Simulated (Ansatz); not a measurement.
# Structure search for Be₃Te₄

Level of theory: DFT PBE, scalar-relativistic, plane waves, PAW in Ansatz 0.2.0. Settings: cutoff 420 eV, Γ-centred meshes spaced at most about 0.3 Å⁻¹, and about 0.25 Å⁻¹ or finer for metals (2π included), Gaussian smearing. No spin polarisation.

Formation energies are uncorrected and refer to the elements' standard structures at the same level.

All energies are static (0 K, no zero-point motion). Larger cells and other orderings weren't all tried, so the list isn't exhaustive. The k mesh leaves some 4 meV/atom of noise in the energy of each metallic cell. Weakly bound directions are ill-defined at this level, which has no dispersion term (Pmm2, P-4m2, R-3m), and this can change margins and order among such cells. Spin–orbit coupling, which can matter for Te, is left out. The reference form of Te is held partly by dispersion forces, which this level lacks.

Invented guesses were relaxed alike, and ends that match in structure were merged. ΔE counts from the first row. Coordination counts Te atoms around Be (those within 1.25 times the shortest such distance or 1.15 times the sum of covalent radii; a slash parts the counts of unlike sites).

| # | reached from | type and space group | atoms | Å³/atom | coordination | ΔE (meV/atom) | gap on mesh (eV) |
| --- | --- | --- | --- | --- | --- | --- | --- |
| 1 | a relaxed cell, shaken at random and relaxed again | Pmm2 (No. 25) | 14 | 26.6 | Be 4 | 0 | 0.00 |
| 2 | a cell proposed by chemical analogy | P-4m2 (No. 115) | 7 | 25.2 | Be 4 | 49 | 0.00 |
| 3 | a cell proposed by chemical analogy | I-42m (No. 121) | 7 | 24.7 | Be 4 | 62 | 0.00 |
| 4 | a cell proposed by chemical analogy | Pmn2_1 (No. 31) | 14 | 24.4 | Be 4 | 66 | 0.00 |
| 5 | a cell proposed by chemical analogy | P-43m (No. 215) | 7 | 24.7 | Be 4 | 66 | 0.00 |
| 6 | a cell proposed by chemical analogy | P6_3/m (No. 176) | 14 | 27.7 | Be 4 | 127 | 0.00 |
| 7 | Al4C3 type (R-3m) | R-3m (No. 166) | 7 | 23.8 | Be 4/6 | 133 | 0.00 |

The lowest: Space group Pmm2 (No. 25), orthorhombic, a = 3.855 Å, b = 7.847 Å, c = 12.320 Å. Be on a site of symmetry m is surrounded by 4 Te at 2.42–2.44 Å; around Be on a second site of symmetry m lie 4 Te at 2.40–2.47 Å; Be on a site of symmetry mm2 has 4 Te at 2.38–2.40 Å; around Be on a second site of symmetry mm2 lie 4 Te at 2.45–2.47 Å; Te on a site of symmetry mm2 has 2 Be at 2.42 Å; 5 more sites not described. Its energy over the elements is −0.21 eV/atom. A negative formation energy is needed for stability but isn't enough: competing phases decide. An observed structure of this formula, if there is one, may be missing.

```xyz
14
Lattice="3.8550 0.0000 0.0000 0.0000 7.8474 0.0000 0.0000 0.0000 12.3199" Properties=species:S:1:pos:R:3 pbc="T T T"
Be    0.0000    1.9185    2.9277
Be    0.0000    5.9289    2.9277
Be    0.0000    2.1461    9.4424
Be    0.0000    5.7012    9.4424
Be    1.9275    3.9237    0.1340
Be    1.9275    0.0000   12.2101
Te    0.0000    0.0000    4.3961
Te    0.0000    3.9237    4.2797
Te    1.9275    2.5079    7.9531
Te    1.9275    5.3395    7.9531
Te    0.0000    3.9237   11.0520
Te    0.0000    0.0000   10.6614
Te    1.9275    1.9015    1.4295
Te    1.9275    5.9459    1.4295
```

The second: Space group P-4m2 (No. 115), tetragonal, a = 3.881 Å, c = 11.734 Å. Be on a site of symmetry 2mm has 4 Te at 2.40–2.44 Å; around Be on a site of symmetry -4m2 lie 4 Te at 2.42 Å; Te on its first site is surrounded by 2 Be at 2.40 Å; around Te on its second site lie 4 Be at 2.42–2.44 Å. Counting Te atoms around Be, the first and the second both have Be 4. The first holds Te–Te pairs (shortest 2.83 Å); in the second the shortest Te–Te distance is 3.88 Å. Cells relaxed within their symmetry can be saddle points.

```
Be Te
1.0
     3.88071    0.00000    0.00000
     0.00000    3.88071    0.00000
     0.00000    0.00000   11.73355
Be Te
3 4
Direct
  0.50000 0.50000 0.24880
  0.50000 0.50000 0.75120
  0.00000 0.00000 0.00000
  0.50000 0.00000 0.36935
  0.00000 0.50000 0.63065
  0.50000 0.00000 0.87728
  0.00000 0.50000 0.12272
```

Some candidate types were left out of the draw beforehand, so a known form may be missing.
